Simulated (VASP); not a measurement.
# BN (P6_3/mmc) in VASP: further runs

One crystal, BN, is run at these levels: PBE+D3(BJ); tasks: single point, relaxation of cell and atoms.

Everything below comes from runs of VASP 6.6.1. Logs are shortened: lines on timing, memory, paths and dates and some standing lists are left out, and cuts for length are marked.

**1. The cell of the first run**

It takes space group P6_3/mmc (No. 194, hexagonal). Conventional cell: a = 2.506 Å, b = 2.506 Å, c = 6.616 Å, α = 90.00°, β = 90.00°, γ = 120.00°. B (site symmetry -6m2) has 3 N at 1.45 Å as nearest neighbours. Around N (site symmetry -6m2) lie 3 B at 1.45 Å.

**2. Single point, PBE+D3(BJ) (cell)**

File INCAR:

```
SYSTEM = BN
PREC = Accurate ; ENCUT = 520
EDIFF = 1E-7 ; ISMEAR = 0
SIGMA = 0.01 ; LREAL = .False.
LASPH = .True. ; NELM = 60
ALGO = Normal ; ISIF = 2
LWAVE = .False. ; LCHARG = .False.
GGA = PE ; IVDW = 12
NBANDS = 16
```

File KPOINTS:

```
Automatic mesh
0
Gamma
  12 12 4
  0 0 0
```

File POSCAR:

```
BN
1.0
    2.5064232679      0.0000000000      0.0000000000
   -1.2532116340      2.1706262227      0.0000000000
    0.0000000000      0.0000000000      6.6156368526
B N
2 2
Direct
    0.3333333333      0.6666666667      0.2500000000
    0.6666666667      0.3333333333      0.7500000000
    0.3333333333      0.6666666667      0.7500000000
    0.6666666667      0.3333333333      0.2500000000
```

Potentials or basis: VASP PAW PBE potentials, release 64 (B, N).

On the command line:

```bash
> cat potpaw_PBE.64/B/POTCAR potpaw_PBE.64/N/POTCAR > POTCAR
> mpirun -np 1 vasp_std > vasp.out
```

OUTCAR:

```text
SYSTEM = BN
   PREC = Accurate
   ENCUT = 520
   EDIFF = 1E-7
   ISMEAR = 0
   LREAL = .False.
   LASPH = .True.
   NELM = 60
   ISIF = 2
   GGA = PE
   IVDW = 12
 IVDW          = 12

 ion  position               nearest neighbor table
   1  0.333  0.667  0.250-   4 1.45   4 1.45   4 1.45
   2  0.667  0.333  0.750-   3 1.45   3 1.45   3 1.45
   3  0.333  0.667  0.750-   2 1.45   2 1.45   2 1.45
   4  0.667  0.333  0.250-   1 1.45   1 1.45   1 1.45

  LATTYP: Found a hexagonal cell.
 ALAT       =     2.5064232679
 C/A-ratio  =     2.6394731238

  Lattice vectors:

 A1 = (   2.5064232679,   0.0000000000,   0.0000000000)
 A2 = (  -1.2532116340,   2.1706262227,   0.0000000000)
 A3 = (   0.0000000000,   0.0000000000,   6.6156368526)

Analysis of symmetry for initial positions (statically):
=====================================================================
 Subroutine PRICEL returns:
 Original cell was already a primitive cell.

 Routine SETGRP: Setting up the symmetry group for a
 hexagonal supercell.

 Subroutine GETGRP returns: Found 24 space group operations
 (whereof 12 operations were pure point group operations)
 out of a pool of 24 trial point group operations.

The static configuration has the point symmetry D_3d.
 The point group associated with its full space group is D_6h.

Analysis of symmetry for dynamics (positions and initial velocities):
=====================================================================
 Subroutine PRICEL returns:
 Original cell was already a primitive cell.

 Routine SETGRP: Setting up the symmetry group for a
 hexagonal supercell.

 Subroutine GETGRP returns: Found 24 space group operations
 (whereof 12 operations were pure point group operations)
 out of a pool of 24 trial point group operations.

The dynamic configuration has the point symmetry D_3d.
 The point group associated with its full space group is D_6h.

 Subroutine INISYM returns: Found 24 space group operations
 (whereof 12 operations are pure point group operations),
 and found     1 'primitive' translations

----------------------------------------------------------------------------------------

                                     Primitive cell

  volume of cell :      35.9924

  direct lattice vectors                    reciprocal lattice vectors
     2.506423268  0.000000000  0.000000000     0.398974911  0.230348272  0.000000000
    -1.253211634  2.170626223  0.000000000     0.000000000  0.460696544  0.000000000
     0.000000000  0.000000000  6.615636853     0.000000000  0.000000000  0.151157027

  length of vectors
     2.506423268  2.506423268  6.615636853     0.460696544  0.460696544  0.151157027

  position of ions in fractional coordinates (direct lattice)
     0.333333333  0.666666667  0.250000000
     0.666666667  0.333333333  0.750000000
     0.333333333  0.666666667  0.750000000
     0.666666667  0.333333333  0.250000000

  ion indices of the primitive-cell ions
   primitive index   ion index
                 1           1
                 2           2
                 3           3
                 4           4

----------------------------------------------------------------------------------------

 KPOINTS: Automatic mesh

Automatic generation of k-mesh.
 Grid dimensions read from file:
 generate k-points for:   12   12    4

 Generating k-lattice:

  Cartesian coordinates                     Fractional coordinates (reciprocal lattice)
     0.033247909  0.019195689  0.000000000     0.083333333  0.000000000  0.000000000
     0.000000000  0.038391379  0.000000000     0.000000000  0.083333333  0.000000000
     0.000000000  0.000000000  0.037789257     0.000000000  0.000000000  0.250000000

  Length of vectors
     0.038391379  0.038391379  0.037789257

  Shift w.r.t. Gamma in fractional coordinates (k-lattice)
     0.000000000  0.000000000  0.000000000

 Subroutine IBZKPT returns following result:
 ===========================================

 Found     57 irreducible k-points:

 Following reciprocal coordinates:
            Coordinates               Weight
  0.000000  0.000000  0.000000      1.000000
  0.083333  0.000000  0.000000      6.000000
  0.166667  0.000000  0.000000      6.000000
  0.250000  0.000000  0.000000      6.000000
  0.333333  0.000000  0.000000      6.000000
  0.416667  0.000000  0.000000      6.000000
[... 16 lines left out ...]
  0.250000  0.000000  0.250000     12.000000
  0.333333  0.000000  0.250000     12.000000
 [... further k-points ...]
   k-points           NKPTS =     57   k-points in BZ     NKDIM =     57   number of bands    NBANDS=     16
   number of dos      NEDOS =    301   number of ions     NIONS =      4
   total plane-waves  NPLWV =  20000
   dimension x,y,z NGX =    20 NGY =   20 NGZ =   50
   dimension x,y,z NGXF=    40 NGYF=   40 NGZF=  100
   ions per type =               2   2
   NGX,Y,Z   is equivalent  to a cutoff of  13.27, 13.27, 12.56 a.u.
   NGXF,Y,Z  is equivalent  to a cutoff of  26.53, 26.53, 25.13 a.u.
 SYSTEM =  BN
   PREC   = accura    normal or accurate (medium, high low for compatibility)
   ISTART =      0    job   : 0-new  1-cont  2-samecut
   ICHARG =      2    charge: 1-file 2-atom 10-const
   ISPIN  =      1    spin polarized calculation?
   LNONCOLLINEAR =      F non collinear calculations
   LSORBIT =      F    spin-orbit coupling
   LASPH  =      T    aspherical Exc in radial PAW
   ENCUT  =  520.0 eV  38.22 Ry    6.18 a.u.   4.66  4.66 12.30*2*pi/ulx,y,z
   NELM   =     60;   NELMIN=  2; NELMDL= -5     # of ELM steps
   EDIFF  = 0.1E-06   stopping-criterion for ELM
   LREAL  =      F    real-space projection
   EDIFFG = 0.1E-05   stopping-criterion for IOM
   NSW    =      0    number of steps for IOM
   IBRION =     -1    ionic relax: 0-MD 1-quasi-New 2-CG
   NFREE  =      0    steps in history (QN), initial steepest desc. (CG)
   ISIF   =      2    stress and relaxation
   ISYM   =      2    0-nonsym 1-usesym 2-fastsym
   POTIM  = 0.5000    time-step for ionic-motion
   TEBEG  =    0.0;   TEEND  =   0.0 temperature during run
   PSTRESS=    0.0 pullay stress
   NELECT =      16.0000    total number of electrons
   NUPDOWN=      -1.0000    fix difference up-down
   EMIN   =  10.00;   EMAX   =-10.00  energy-range for DOS
   EFERMI =   0.00;   METHOD = LEGACY
   ISMEAR =     0;   SIGMA  =   0.01  broadening in eV -4-tet -1-fermi 0-gaus
   EFERMI_NEDOS =   21; number of points for ismear=-14 and -15
   IALGO  =     38    algorithm
   IMIX   =      4    mixing-type and parameters
     AMIX     =   0.40;   BMIX     =  1.00
     AMIX_MAG =   1.60;   BMIX_MAG =  1.00
  volume/ion in A,a.u.               =       9.00        60.72
  Fermi-wavevector in a.u.,A,eV,Ry     =   1.249428  2.361076 21.239640  1.561070
  Thomas-Fermi vector in A             =   2.383469
   LORBIT       =      0    0 simple, 1 ext, 2 COOP (PROOUT), +10 PAW based schemes
   GGA     = PE    functional components
   LHFCALC =     F    Hartree Fock is set to
   AEXX    =    0.0000 exact exchange contribution
   IVDW    =    12    specifies the selected vdW correction
   LEPSILON=     F    determine dielectric tensor
   LRPA    =     F    only Hartree local field effects (RPA)
 non-spin polarized calculation
 Gauss-broadening in eV      SIGMA  =   0.01
  energy-cutoff  :      520.00
  volume of cell :       35.99
 maximum number of plane-waves:       992
 NGX is ok and might be reduce to    20
   NGX =  9   NGY =  9   NGZ = 25

 number of electron      15.9999997 magnetization

 Free energy of the ion-electron system (eV)
  ---------------------------------------------------
  ext. energy  EPLUGINS =         0.00000000
  ---------------------------------------------------
  free energy    TOTEN  =       -35.15163706 eV

  energy without entropy =      -35.15163706  energy(sigma->0) =      -35.15163706

 E-fermi :   2.4259     XC(G=0): -10.0886

 val. band max:        2.2903052888   @ k =   0.3333   0.3333   0.5000
 cond. band min:       6.5570430207   @ k =   0.5000   0.0000   0.0000
 fundamental gap:      4.2667377319
 Fermi energy:         2.4259056164

 k-point     1 :       0.0000    0.0000    0.0000
  band No.  band energies     occupation
      1     -15.4945      2.00000
      2     -15.1913      2.00000
      3      -3.9248      2.00000
      4      -1.7585      2.00000
      5       0.9568      2.00000
      6       0.9568      2.00000
[... 8 lines left out ...]
     15      14.4928      0.00000
     16      15.2876      0.00000

 k-point     2 :       0.0833    0.0000    0.0000
  band No.  band energies     occupation
      1     -15.3587      2.00000
      2     -15.0602      2.00000
      3      -3.7385      2.00000
      4      -1.5916      2.00000
      5       0.3993      2.00000
      6       0.4338      2.00000
[... 8 lines left out ...]
     15      14.7818      0.00000
     16      14.9820      0.00000

 k-point     3 :       0.1667    0.0000    0.0000
  band No.  band energies     occupation
      1     -14.9586      2.00000
      2     -14.6745      2.00000
      3      -3.1864      2.00000
      4      -1.1014      2.00000
      5      -1.0150      2.00000
      6      -0.9731      2.00000
[... 8 lines left out ...]
     15      16.1113      0.00000
     16      16.1324      0.00000

 k-point     4 :       0.2500    0.0000    0.0000
  band No.  band energies     occupation
      1     -14.3208      2.00000
      2     -14.0622      2.00000
      3      -2.8111      2.00000
      4      -2.7474      2.00000
      5      -2.2936      2.00000
      6      -0.6669      2.00000
[... 8 lines left out ...]
     15      17.7003      0.00000
     16      18.2812      0.00000

 k-point     5 :       0.3333    0.0000    0.0000
  band No.  band energies     occupation
      1     -13.5118      2.00000
      2     -13.2945      2.00000
      3      -4.5988      2.00000
      4      -4.5143      2.00000
      5      -1.2944      2.00000
      6      -1.2305      2.00000
[... 8 lines left out ...]
     15      18.0012      0.00000
     16      20.8034      0.00000

 k-point     6 :       0.4167    0.0000    0.0000
  band No.  band energies     occupation
      1     -12.7027      2.00000
      2     -12.5544      2.00000
      3      -6.0208      2.00000
      4      -5.9356      2.00000
      5      -1.7058      2.00000
      6      -1.6391      2.00000
[... 8 lines left out ...]
     15      17.5476      0.00000
     16      21.3598      0.00000
[... 267 lines left out ...]
 k-point    21 :       0.0833    0.0000    0.2500
  band No.  band energies     occupation
      1     -15.3173      2.00000
      2     -15.1065      2.00000
      3      -3.4774      2.00000
      4      -1.9817      2.00000
      5       0.4059      2.00000
      6       0.4319      2.00000
[... 8 lines left out ...]
     15      14.8158      0.00000
     16      14.9618      0.00000

 k-point    22 :       0.1667    0.0000    0.2500
  band No.  band energies     occupation
      1     -14.9192      2.00000
      2     -14.7185      2.00000
      3      -2.9347      2.00000
      4      -1.4993      2.00000
      5      -1.0022      2.00000
      6      -0.9532      2.00000
[... 8 lines left out ...]
     15      16.0305      0.00000
     16      16.1142      0.00000

 k-point    23 :       0.2500    0.0000    0.2500
  band No.  band energies     occupation
      1     -14.2847      2.00000
      2     -14.1020      2.00000
      3      -2.8173      2.00000
      4      -2.7639      2.00000
      5      -2.0316      2.00000
      6      -0.6634      2.00000
[... 8 lines left out ...]
     15      18.2970      0.00000
     16      18.3793      0.00000

 k-point    24 :       0.3333    0.0000    0.2500
  band No.  band energies     occupation
      1     -13.4811      2.00000
      2     -13.3274      2.00000
      3      -4.5902      2.00000
      4      -4.5300      2.00000
      5      -1.2851      2.00000
      6      -1.2399      2.00000
[... 8 lines left out ...]
     15      19.0806      0.00000
     16      20.8483      0.00000

 [... further k-points ...]

------------------------ aborting loop because EDIFF is reached ----------------------------------------

 Edisp (eV)   -0.56605

 E8    (eV) :    -0.1658

  FORCE on cell =-STRESS in cart. coord.  units (eV):
  Direction    XX          YY          ZZ          XY          YZ          ZX
  --------------------------------------------------------------------------------------
  -------------------------------------------------------------------------------------
  Total       0.04006     0.04006    -0.03291    -0.00000    -0.00000     0.00000
  in kB       1.78338     1.78338    -1.46485    -0.00000    -0.00000     0.00000
  external pressure =        0.70 kB  Pullay stress =        0.00 kB

 VOLUME and BASIS-vectors are now :
 -----------------------------------------------------------------------------
  energy-cutoff  :      520.00
  volume of cell :       35.99
      direct lattice vectors                 reciprocal lattice vectors
     2.506423268  0.000000000  0.000000000     0.398974911  0.230348272  0.000000000
    -1.253211634  2.170626223  0.000000000     0.000000000  0.460696544  0.000000000
     0.000000000  0.000000000  6.615636853     0.000000000  0.000000000  0.151157027

 POSITION                                       TOTAL-FORCE (eV/Angst)
 -----------------------------------------------------------------------------------
     -0.00000      1.44708      1.65391        -0.000000     -0.000000      0.000000
      1.25321      0.72354      4.96173        -0.000000      0.000000      0.000000
     -0.00000      1.44708      4.96173         0.000000     -0.000000      0.000000
      1.25321      0.72354      1.65391         0.000000      0.000000      0.000000
 -----------------------------------------------------------------------------------
    total drift:                               -0.000000      0.000000      0.000000

  FREE ENERGIE OF THE ION-ELECTRON SYSTEM (eV)
  ---------------------------------------------------
  free  energy   TOTEN  =       -35.7176919343 eV

  energy  without entropy=      -35.7176919343  energy(sigma->0) =      -35.71769193
```

Wall time 15 s (1 thread of Intel Xeon 6975P-C (Granite Rapids), shared host); peak memory 0.17 GiB.

Results:

| Item | Value |
| --- | --- |
| Free energy | -35.7177 eV |
| Pressure | 0.1 GPa |
| Band gap on the k mesh | 4.27 eV, indirect (least direct gap 4.63 eV) |
| Dispersion energy per atom | -0.142 eV |

Stress tensor (GPa, compression positive):
```
 0.18  0.00  0.00
 0.00  0.18  0.00
 0.00  0.00 -0.15
```

Levels at points of the mesh, in eV from the valence-band top:
```
           k point  band 4  band 5  band 6  band 7  band 8  band 9  band 10  band 11  band 12  band 13
(0.00, 0.00, 0.00)   -4.05   -1.33   -1.33   -1.29   -1.29    5.29    10.35    11.52    11.52    11.65
(0.50, 0.00, 0.00)   -8.82   -4.14   -4.07   -1.45   -0.42    4.27     5.66     9.51     9.92    12.73
(0.00, 0.00, 0.50)   -5.26   -1.31   -1.31   -1.31   -1.31    7.67     7.67    11.59    11.59    11.59
(0.50, 0.00, 0.50)   -8.86   -4.10   -4.10   -0.91   -0.91    4.73     4.73     9.89     9.89    13.60
```

A k mesh can miss the band edges.

(Continued in part 2 of 2.)
